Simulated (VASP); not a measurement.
Wanted: the native input for a VASP 6.6.1 run.

```yaml
Task: optical spectrum
Functional: PBE
Potentials_or_basis: VASP PAW PBE potentials, release 64 (Zr_sv, N)
Cutoff: 520 eV
k_mesh: 16 × 16 × 16
Occupations: fermi-dirac, width 0.05 eV
Spin: non-collinear spin, zero start, spin-orbit coupling
Starting_moments: "[[0.0, 0.0, 0.0], [0.0, 0.0, 0.0]] μB"
Further_INCAR_settings: ALGO = Normal; EDIFF = 1e-06; NBANDS = 81
```

The structure of ZrN lies in POSCAR:

```
ZrN
1.0
    0.0000000000      2.2875000000      2.2875000000
    2.2875000000      0.0000000000      2.2875000000
    2.2875000000      2.2875000000      0.0000000000
Zr N
1 1
Direct
    0.0000000000      0.0000000000      0.0000000000
    0.5000000000      0.5000000000      0.5000000000
```

The cell was built by a generator and isn't the measured one.

The input as run:

INCAR

```
ALGO     = Normal         # electronic algorithm
CSHIFT   = 0.05         
EDIFF    = 1E-6           # SCF threshold, eV
ENCUT    = 520            # plane-wave cutoff, eV
GGA      = PE             # functional
GGA_COMPAT= False        
ISIF     = 2              # what is computed and relaxed
ISMEAR   = -1             # smearing method
LASPH    = True           # aspherical terms in the spheres
LCHARG   = False          # write CHGCAR
LMAXMIX  = 4              # l up to which the mixer works
LNONCOLLINEAR= True           # non-collinear magnetism
LOPTICS  = True           # frequency-dependent dielectric function
LORBIT   = 11             # projections on sites
LREAL    = False          # projectors in reciprocal space
LSORBIT  = True           # spin-orbit coupling
LWAVE    = False          # write WAVECAR
MAGMOM   = 0 0 0 0 0 0    # initial moments
NBANDS   = 81             # bands
NEDOS    = 2000           # points of the DOS
NELM     = 60             # most SCF steps
PREC     = Accurate       # precision mode
SIGMA    = 0.05           # smearing width, eV
```

KPOINTS

```
k-points
0
Gamma
  16 16 16
```

Potentials or basis: VASP PAW PBE potentials, release 64 (Zr_sv, N).

The run is started by

```console
$ cat potpaw_PBE.64/Zr_sv/POTCAR potpaw_PBE.64/N/POTCAR > POTCAR
$ mpirun -np 1 vasp_ncl > vasp.out
```

Results of the run:

```json
{"Pressure": "3.6 GPa", "Net moment": "0.00 μB per cell", "Valence electrons inside the program's atomic spheres": "Zr 9.88; N 3.72"}
```

Caveat: independent-particle spectra lack excitons.

It took 9.4 min on 1 thread of Intel(R) Xeon(R) Platinum 8375C CPU @ 2.90GHz (Ice Lake) (shared host), peak memory 0.75 GiB.
